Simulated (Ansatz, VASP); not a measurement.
# Cu: VASP beside Ansatz

```
Cu
1.0
    -1.44279    1.44279    1.37608
     1.44279   -1.44279    1.37608
     1.44279    1.44279   -1.37608
Cu
1
Direct
  0.00000 0.00000 0.00000
```

This isn't the form of Cu at room conditions, which is fcc.

Alike in both runs: task single point; functional r2SCAN; k mesh 13 × 13 × 13; occupations fermi-dirac, width 0.05 eV; no spin polarisation.

```csv
,VASP,Ansatz
version,VASP 6.6.1,Ansatz 0.2.0
potentials or method,"VASP PAW PBE potentials, release 64 (Cu)",Ansatz PAW
plane-wave cutoff (eV),520,500
valence electrons in the cell,11,19
```

Ansatz gave:

* gap on the k mesh at the Fermi level (eV): none
* pressure (GPa): 0.3
* largest component of the traceless stress (GPa): 0.09

Problem. Estimate VASP's values.

Solution. gap on the k mesh at the Fermi level (eV): none; pressure (GPa): 1.0; largest component of the traceless stress (GPa): 0.03.

A gap of «none» marks a metal or a gap that the smearing closes. The two sets of potentials don't hold the same shells in valence.

Caveats: the PAW data sets were made with another functional, which shifts forces and pressure a little (VASP); the PAW data sets come from PBE, with cores solved anew for the run's functional, which leaves a small shift of forces and pressure (Ansatz).
